## Question

Twelve density functionals were applied to one crystal, cadmium sulfide in the wurtzite structure, with the same atoms at the same places. The table gives the smallest gap met along a path of band energies and the smallest direct gap on that path.

GPAW 26.7.0, plane-wave PAW DFT for wurtzite CdS at one fixed geometry, with a 600 eV cutoff, a 5 × 5 × 3 k mesh and Fermi–Dirac smearing of 0.05 eV. The gaps are taken along the path Γ–M–K–Γ–A–L–H–A, L–M, K–H and include spin-orbit coupling, added after the self-consistent calculation.

```
functional                                           potentials  gap on path (eV)  direct gap on path (eV)
       LDA                 GPAW-PAW-data-sets-(gpaw-data-1.2.1)             0.874                    0.874
    revPBE                 GPAW-PAW-data-sets-(gpaw-data-1.2.1)             1.299                    1.299
      BLYP  PAW-data-sets-made-by gpaw-setup-for-the-functional             1.099                    1.099
  BEEF-vdW                 GPAW-PAW-data-sets-(gpaw-data-1.2.1)             1.335                    1.335
     M06-L                 GPAW-PAW-data-sets-(gpaw-data-1.2.1)             1.710                    1.710
      OLYP  PAW-data-sets-made-by gpaw-setup-for-the-functional             1.660                    1.660
      SCAN                 GPAW-PAW-data-sets-(gpaw-data-1.2.1)             1.527                    1.527
      TASK                 GPAW-PAW-data-sets-(gpaw-data-1.2.1)             2.688                    2.688
     mBEEF                 GPAW-PAW-data-sets-(gpaw-data-1.2.1)             1.914                    1.914
    r4SCAN                 GPAW-PAW-data-sets-(gpaw-data-1.2.1)             1.537                    1.537
   revTPSS                 GPAW-PAW-data-sets-(gpaw-data-1.2.1)             1.297                    1.297
   vdW-DF2                 GPAW-PAW-data-sets-(gpaw-data-1.2.1)             1.022                    1.022
```

Further data for the answer:

- CdS is a yellow solid, and its measured gap is roughly 2.5 eV (a rough recalled value). Thin films of it serve as the window layer of solar cells, which must let sunlight through to the absorber beneath.
- The calculations left these pressures in the cell: LDA −3.3, SCAN 0.0, BLYP +5.0 and TASK +5.7 GPa. A positive value means that the functional would like the cell to expand.
- The gap of CdS rises by roughly 0.045 eV per GPa of compression (also recalled).

(a) Where does the approximation fail, and does a more elaborate functional cure the failure?

(b) How could the failure be recognised by someone who knows only the colour of the crystal? Why would checks within one calculation miss it?

(c) Can the fixed cell be blamed? Work out what relaxing it would do to the gaps of LDA and BLYP.

(d) Explain why the failure arises, and why functionals of the same class can differ so much.

## Model answer

**(a)** Eleven of the twelve gaps are too small. LDA, which uses only the local density, gives 0.87 eV and so misses about two thirds of the measured gap. Only TASK lies above the measured value, by about 0.2 eV. The highest gap in the table is three times the lowest, although no atom has moved.

More elaborate functionals help on the whole, but not dependably. The middle value is 1.30 eV for the five functionals that add the density gradient (revPBE, BLYP, OLYP, BEEF-vdW and vdW-DF2). It is 1.62 eV for the six meta-GGAs, which also use the kinetic-energy density of the orbitals. Yet the two groups overlap: OLYP, a gradient functional, gives a larger gap than three of the meta-GGAs, namely SCAN, r4SCAN and revTPSS. The class of a functional alone therefore doesn't tell how good its gap will be. The rows are also a selection, from which failed runs and some with known faults were left out, so the middle values describe this table and not the two classes at large.

**(b)** A crystal absorbs light whose photons carry more energy than the gap, so each gap $E$ can be read as an absorption edge at the wavelength $\lambda = hc/E$. A yellow crystal absorbs violet and blue light and passes the rest, which puts its edge near 500 nm. SCAN puts the edge at 812 nm, in the infrared, and LDA puts it at 1419 nm. A crystal with either gap would be black.

Eight of the twelve functionals give gaps below 1.6 eV and so make CdS opaque to all visible light. An engineer who trusted them would reject as a window a material that works as one. With mBEEF the edge falls at 648 nm, so the film would pass only red light. TASK alone gives a crystal that looks roughly as it should.

Checks within one calculation give no such alarm. The gap on the path agrees with the gap on the regular mesh of k points to within 0.001 eV, so the path has not missed a band edge that the mesh finds. Spin-orbit coupling lowers the gap by less than 0.02 eV in every row. In tests that the makers of the data ran on other systems, the spin-orbit splittings came out too wide. Whether that happens here isn't known, but it could falsify the gap by no more than this small shift. Such checks ask whether the equations of a given functional were solved well. The error sits in the equations themselves, and in reading their level difference as the measured gap.

A good crystal volume gives no alarm either. SCAN leaves practically no pressure in this cell, whose edges are close to the measured ones, so it describes the size of the crystal well. Its gap is nevertheless about 1 eV too small. The volume follows from how the total energy changes when atoms move apart, whereas the gap is the distance between a filled and an empty level. A functional can get the first right and the second wrong.

**(c)** LDA is under a pressure of −3.3 GPa, so it would contract if it were allowed to. Contraction opens the gap, by about

$$0.045 \times 3.3 \approx 0.15\ \text{eV}.$$

BLYP would expand, and its gap would shrink by about

$$0.045 \times 5.0 \approx 0.23\ \text{eV}.$$

In the fixed cell BLYP lies 0.225 eV above LDA. After relaxation the difference would be about $0.225 - 0.15 - 0.23 \approx -0.15$ eV, so the order of the two would turn round. The estimate assumes that the gap changes linearly with pressure, and that the measured coefficient also holds for these functionals. It is good for the direction and for the rough size, no more.

The conclusion has two halves. The order of functionals that lie within a few tenths of an eV of each other belongs to this shared cell and may change when each functional relaxes the cell to its own size. The main failure doesn't come from the cell, because LDA would remain about 1.5 eV short of the measured gap, and BLYP about 1.6 eV.

**(d)** The measured gap compares two different acts: taking an electron out of the crystal and putting an extra one in. The calculation compares two levels of the same, undisturbed crystal. In exact theory the two are related by

$$E_\text{gap} = (\varepsilon_\text{c} - \varepsilon_\text{v}) + \Delta_\text{xc},$$

where $\varepsilon_\text{c}$ and $\varepsilon_\text{v}$ are the lowest empty and the highest filled Kohn–Sham level. The term $\Delta_\text{xc}$ is the jump of the exchange-correlation potential when the number of electrons passes through that of the filled bands.

LDA and the gradient functionals compute the potential from the density alone. One electron added to a large crystal changes the density hardly at all, so their potential changes smoothly and the jump is absent. The level difference is then all that they offer. It is expected to be too small, because even the exact Kohn–Sham levels lie closer together than the true gap by this jump, which is positive in common semiconductors.

The chemistry of CdS makes matters worse. The top of the valence band consists mainly of sulfur 3p orbitals, and the bottom of the conduction band mainly of cadmium 5s. Below the sulfur 3p levels lies the filled 4d shell of cadmium. These functionals let an electron repel part of its own charge, an error that is largest for compact orbitals. The 4d levels therefore come out too high, too close to the sulfur 3p levels.

Levels that mix push each other apart, and the closer they lie, the harder they push. The 4d shell that sits too high thus drives the top of the valence band upwards and narrows the gap from below. The same argument applies to other compounds with a filled d shell just under the valence band. Zinc oxide is the well-known severe case. The table lists no 4d levels, so it can't show how the shortfall in CdS divides between this push and the missing jump.

A meta-GGA has a way out that the simpler functionals lack. The kinetic-energy density measures how steeply the orbitals vary in space, and a functional that uses it acts differently on different orbitals, even where the density is the same. If it charges the conduction state more for its steepness than the valence state, the gap opens. Part of the missing jump then appears directly in the level difference.

How much is recovered depends on how strongly the exchange energy responds to this quantity. TASK was designed with a strong response, and its gap is 1.16 eV larger than that of SCAN, which uses the same ingredients. The outputs also suggest which level moves. Before spin-orbit coupling is added, and counted from each run's own zero of energy, the highest filled level lies at practically the same energy with both functionals, while the lowest empty level lies more than 1 eV higher with TASK. The two zeros needn't agree exactly, but the pattern fits a functional that makes the conduction state pay more. At the other end stands revTPSS. It too uses the kinetic-energy density, yet its gap is practically the same as that of revPBE, which doesn't. The ingredient makes a larger gap possible, and the form of the functional decides whether it comes about.

Exchange also matters among the gradient functionals. BLYP and OLYP share the same correlation part and differ only in exchange, and their gaps differ by 0.56 eV. Before spin-orbit coupling is added, and again counted from each run's own zero, the lowest empty level lies 0.38 eV higher with OLYP and the highest filled level 0.18 eV lower. Both edges thus seem to take part, the empty one more. A plausible reason is that the two exchange potentials have different shapes, and that the cadmium 5s state, which reaches close to the nucleus, feels other regions of them than the sulfur 3p state does. That remains a guess, since the exchange potentials themselves, with which it could be tested, aren't shown.

## Remarks on the reasoning

**The best gap doesn't make the best functional.** TASK comes closest to the measured gap but leaves 5.7 GPa in a cell of nearly the measured size, so it would make the crystal too large. By the estimate of part (c), its gap would fall to about 2.4 eV on the way, still close to experiment. TASK and SCAN thus succeed and fail on opposite properties. A sensible use of the table is to take the structure from a functional that describes volumes well, and then to judge the gap separately.

**The comparison with experiment has a margin.** The calculation holds the nuclei still, whereas in a real crystal their zero-point and thermal motion lowers the gap somewhat. The attraction between the excited electron and the hole it leaves also moves the absorption edge to slightly lower energy. Both effects make the overshoot of TASK look larger than it is and the shortfall of the others look smaller. They are small beside an error of 1 eV.

**The description of the atomic cores isn't equally consistent in all rows.** The data sets for LDA, revPBE, BLYP and OLYP were made with the functional itself. The meta-GGAs normally borrow sets made with a simpler functional, as do BEEF-vdW and vdW-DF2. What this does to the gap was not tested. The comparison of BLYP with OLYP is free of this doubt, while that of TASK with SCAN is not wholly so.

**Close neighbours should not be ranked.** An answer that explains why SCAN and r4SCAN differ by 0.01 eV earns no credit, because numerical noise and the borrowed data sets may account for so small a difference. The forces of the r4SCAN run add up to about 0.066 eV/Å along the c axis, where they should cancel. Grid noise is a possible cause, since the makers of the data met it with this functional in tests on other systems, but nothing in this run identifies it. Credit goes to an answer that separates three questions: whether the equations were solved well, whether the crystal has the right size, and whether the level difference of this functional can stand for the measured gap. For most rows of this table, it is the third that fails.
